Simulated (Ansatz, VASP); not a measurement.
# Hf: VASP beside Ansatz

File POSCAR:

```
Hf
1.0
    3.1314429137      0.0000000000      0.0000000000
   -1.5657214569      2.7119091138      0.0000000000
    0.0000000000      0.0000000000      4.9545506207
Hf
2
Direct
    0.6666666667      0.3333333333      0.7500000000
    0.3333333333      0.6666666667      0.2500000000
```

The input INCAR.step1:

```
SYSTEM = Hf
PREC = Accurate ; ENCUT = 520
ISMEAR = -1 ; SIGMA = 0.05
LREAL = .FALSE. ; LASPH = .TRUE.
NELM = 100 ; NBANDS = 17
GGA = PE ; ALGO = Normal
EDIFF = 1E-4 ; LWAVE = .TRUE.
LCHARG = .FALSE.
```

INCAR.step2

```
SYSTEM = Hf
PREC = Accurate ; ENCUT = 520
EDIFF = 1E-7 ; ISMEAR = -1
SIGMA = 0.05 ; LREAL = .FALSE.
LASPH = .TRUE. ; NELM = 100
ALGO = Normal ; ISIF = 2
LWAVE = .FALSE. ; LCHARG = .FALSE.
METAGGA = R2SCAN ; LMIXTAU = .TRUE.
NBANDS = 17 ; ISTART = 1
```

File KPOINTS:

```
regular mesh
0
G
  10 10 5
  0 0 0
```

Contents of input.yaml:

```yaml
crystal:
  lattice:
    - [3.1314429137, 0.0, 0.0]
    - [-1.5657214569, 2.7119091138, 0.0]
    - [0.0, 0.0, 4.9545506207]
  atoms:
    - { symbol: Hf, position: [0.6666666667, 0.3333333333, 0.75] }
    - { symbol: Hf, position: [0.3333333333, 0.6666666667, 0.25] }
hamiltonian:
  xc: r2scan
  pseudopotentials: { kind: paw }
kpoints:
  mp_grid: { grid: [10, 10, 5] }
scf:
  occupations: { method: fermi_dirac, width: 0.05 }
output:
  forces: true
  stress: true
  eigenvalues: true
  write_density: true
  write_potential: true
  elf: true
  volumetric_format: npy
```

Alike in both runs: task single point; functional r2SCAN; k mesh 10 × 10 × 5; occupations fermi-dirac, width 0.05 eV; no spin polarisation.

|  | VASP | Ansatz |
| --- | --- | --- |
| version | VASP 6.6.1 | Ansatz 0.2.0 |
| potentials or method | VASP PAW PBE potentials, release 64 (Hf_pv) | Ansatz PAW |
| plane-wave cutoff (eV) | 520 | 500 |
| valence electrons in the cell | 20 | 52 |

|  | VASP | Ansatz | Ansatz less VASP |
| --- | --- | --- | --- |
| gap on the k mesh at the Fermi level (eV) | none | none | - |
| pressure (GPa) | 6.6 | 7.1 | +0.56 |
| largest component of the traceless stress (GPa) | 0.63 | 0.47 | -0.158 |

A gap of «none» marks a metal or a gap that the smearing closes. The functional is the same, so the differences come from potentials, cutoffs and numerics. The two sets of potentials don't hold the same shells in valence.

Caveats: the PAW data sets were made with another functional, which shifts forces and pressure a little (VASP); the PAW data sets come from PBE, with cores solved anew for the run's functional, which leaves a small shift of forces and pressure (Ansatz). Spin-orbit coupling is left out, which matters for the levels of Hf.
